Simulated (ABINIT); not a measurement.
Runs of ABINIT 10.8.3 (patched build) on Mg. It takes space group P6_3/mmc (No. 194, hexagonal). The conventional cell has a = 3.177 Å, b = 3.177 Å, c = 10.319 Å, α = 90.00°, β = 90.00°, γ = 120.00°. Mg (site symmetry -6m2) is surrounded by 12 Mg at 3.17 to 3.18 Å. Around Mg (site symmetry -3m) lie 12 Mg at 3.17 to 3.18 Å. 

| task | level | k mesh | gap on the mesh (eV) | pressure (GPa) |
| --- | --- | --- | --- | --- |
| single point | PBEsol | 8 × 8 × 2 | none | (a) |
| band structure | rPW86PBE | 10 × 10 × 3 | none | 0.2 |
| band structure | BLYP | 10 × 10 × 3 | none | 1.3 |
| band structure | SOGGA | 10 × 10 × 3 | none | -0.3 |
| single point | PBEsol | 13 × 13 × 4 | none | -0.3 |

Alike in all rows: potentials or basis JTH PAW PBE v2.0; no spin polarisation; cell as given; cutoff (eV) 517; smearing fermi-dirac 0.05 eV.

Task: Estimate the missing entries.

Result: (a) -0.4.

Caveats: the PAW data sets were made with another functional, which shifts forces and pressure a little.

A gap of «none» marks a metal or a gap under the smearing width.

Runs at the PBE level aren't shown here.
